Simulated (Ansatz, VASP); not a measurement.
## One calculation of Co, two programs

```xyz
1
Lattice="2.0579 0.0000 0.0000 0.0000 2.0579 0.0000 0.0000 0.0000 2.0579" Properties=species:S:1:pos:R:3 pbc="T T T"
Co    0.0000    0.0000    0.0000
```

This isn't the form of Co at room conditions, which is hcp.

Alike in both runs: task single point; functional PBE; k mesh 17 × 17 × 17; occupations fermi-dirac, width 0.05 eV; collinear spin; Hubbard terms Co d U = 3.0 eV.

```csv
,VASP,Ansatz
version,VASP 6.6.1,Ansatz 0.2.0
potentials or method,"VASP PAW PBE potentials, release 64 (Co), cutoff 520 eV","all-electron LAPW, scalar-relativistic"
```

```tsv
	VASP	Ansatz	Ansatz less VASP
gap on the k mesh at the Fermi level (eV)	none	none	-
net moment per atom (μB)	1.76	1.67	-0.094
size of the moment on the site where the two differ most (μB)	1.77	1.69	-0.077
```

Site moments also hang on the region over which each program counts them. The programs project onto different local orbitals, so the same U acts differently. A gap of «none» marks a metal or a gap that the smearing closes. Ansatz ran all-electron here, so the differences hold the error of VASP's frozen core and of both bases. Ansatz warned: «filled_band_counts_differ_across_k_points».

Caveats: the U is typed as a test and isn't derived for this compound. The state reached can hang on the start; a lower one may exist.
